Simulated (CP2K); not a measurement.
Crystal: HfO2.

```
Hf O
1.0
     5.11800    0.00000    0.00000
     0.00000    5.18570    0.00000
    -0.85866    0.00000    5.21387
Hf O
4 8
Direct
  0.27550 0.46030 0.70800
  0.72450 0.96030 0.79200
  0.72450 0.53970 0.29200
  0.27550 0.03970 0.20800
  0.07420 0.16840 0.84670
  0.92580 0.66840 0.65330
  0.92580 0.83160 0.15330
  0.07420 0.33160 0.34670
  0.44870 0.74190 0.98010
  0.55130 0.24190 0.51990
  0.55130 0.25810 0.01990
  0.44870 0.75810 0.48010
```

Base run:

- Program: CP2K 2026.2
- Functional: PBE
- Potentials or basis: POTENTIAL_UZH Hf GTH-PBE-q12, O GTH-PBE-q6; TZVP-MOLOPT-PBE-GTH basis
- Density cutoff: 8163 eV
- k mesh: 5 × 5 × 5
- Occupations: fermi-dirac, width 0.05 eV
- Spin: no spin polarisation

Its results: band gap on the k mesh 4.20 eV, indirect (least direct gap 4.27 eV); pressure 0.0 GPa; largest force 0.377 eV/Å.

Question: The run is repeated on the same cell with these changes: functional from PBE to PBEsol; occupations from fermi-dirac, width 0.05 eV to fermi-dirac, width 0.01 eV. What comes out?

Answer: Band gap on the k mesh 4.10 eV, indirect (least direct gap 4.18 eV); pressure -5.7 GPa; largest force 0.370 eV/Å.

Caveats: spin-orbit coupling is left out, which moves the levels of the heavy elements; the basis of atomic orbitals isn't converged, which shifts pressures, moduli and gaps; an odd mesh through Γ misses points on the zone boundary, where band edges often lie (some runs); the potentials were made for another functional, which shifts forces and pressure (some runs).

Not every run made on this cell is shown here.
